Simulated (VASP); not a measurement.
The system is CaS.

```
Ca S
1.0
     0.00000    2.85603    2.85603
     2.85603    0.00000    2.85603
     2.85603    2.85603    0.00000
Ca S
1 1
Direct
  0.00000 0.00000 0.00000
  0.50000 0.50000 0.50000
```

```yaml
Program: VASP 6.6.1
Task: relaxation of cell and atoms
Functional: PBE
Dispersion: D3(BJ)
Potentials_or_basis: VASP PAW PBE potentials, release 64 (Ca_sv, S)
Cutoff: 600 eV
k_mesh: 8 × 8 × 8
Occupations: gaussian, width 0.02 eV
Spin: no spin polarisation
```

At the start: pressure -2.2 GPa; volume 23.30 Å³/atom.

**Question.** Where does the relaxation end?

**Answer.** Over 3 steps the energy falls by 6.0 meV/atom and the volume is 22.43 Å³/atom (-3.7 %); space group Fm-3m (No. 225, to 0.05 Å).

Step by step:
```tsv
step	energy change (eV)	largest force (eV/Å)	pressure (GPa)	volume (Å³)
1	0.0000	0.0000	-2.16	46.59
2	-0.0115	0.0000	0.51	44.50
3	-0.0120	0.0000	0.02	44.86
```

Final structure:
```
CELL_PARAMETERS angstrom
0.00000 2.82022 2.82022
2.82022 0.00000 2.82022
2.82022 2.82022 0.00000
ATOMIC_POSITIONS crystal
Ca 0.00000 0.00000 0.00000
S 0.50000 0.50000 0.50000
```
